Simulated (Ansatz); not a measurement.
## Ga: equation of state with revPBE-LDA

Ga:

```
Ga
1.0
    -1.38440    1.38440    2.31122
     1.38440   -1.38440    2.31122
     1.38440    1.38440   -2.31122
Ga
1
Cartesian
  0.0000 0.0000 0.0000
```

This isn't the form of Ga at room conditions, which is orthorhombic.

```yaml
Program: Ansatz 0.2.0
Task: equation of state
Functional: revPBE-LDA
Potentials_or_basis: all-electron LAPW, scalar-relativistic
Basis_error_allowed: 0.001 eV/atom
k_mesh: 13 × 13 × 13
Occupations: gaussian, width 0.1 eV
Spin: collinear spin, ferromagnetic start
Starting_moments: "[0.5] μB"
```

```yaml
Equilibrium_volume: outside the volumes run
```

Energy against volume, from the lowest point:
```tsv
volume (Å³/atom)	energy (meV/atom)
16.655	182.23
17.010	142.46
17.364	107.06
17.718	75.54
18.073	47.43
18.427	22.36
18.781	0.00
```

All runs of the series together: 110 s on 1 thread of AMD EPYC 9R45 96-Core Processor (Zen 5), on a shared host.

Caveat: the starting moments weren't kept.
